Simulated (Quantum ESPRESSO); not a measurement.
K under changes of volume

One of the cells (78.519 Å³/atom); the others are scaled copies at fixed shape and fractional positions:

```
K
1.0
    -2.69756    2.69756    2.69756
     2.69756   -2.69756    2.69756
     2.69756    2.69756   -2.69756
K
1
Direct
  0.00000 0.00000 0.00000
```

- Program: Quantum ESPRESSO 7.5
- Functional: r2SCAN
- Potentials or basis: SG15 PBE 1.2
- Cutoff: 952 eV
- Density cutoff: 3810 eV
- k mesh: 5 × 5 × 5
- Occupations: fermi-dirac, width 0.05 eV
- Spin: no spin polarisation

```csv
volume (Å³/atom),energy over the lowest point (meV/atom),pressure (GPa)
73.807,?,?
75.378,0.00,0.0
76.948,0.08,0.0
78.519,0.82,-0.1
80.089,2.15,-0.2
81.659,4.02,-0.2
83.230,6.39,-0.3
```

Q: What does the run at 73.807 Å³/atom give?

A: Energy over the lowest point 0.64 meV/atom; pressure 0.1 GPa.

Worked out: A Birch-Murnaghan fit of order 3 (a polynomial in V^(-2/3)) to the other rows has its minimum at 75.97 Å³/atom with B0 = V·E''(V) = 3.4 GPa and B' = 3.6. It gives 0.64 meV/atom at 73.807 Å³/atom, against the run's 0.64, and -dE/dV = 0.1 GPa, against 0.1.

Energies are extrapolated to zero smearing.

Caveats: the potentials were made for another functional, which shifts forces and pressure.
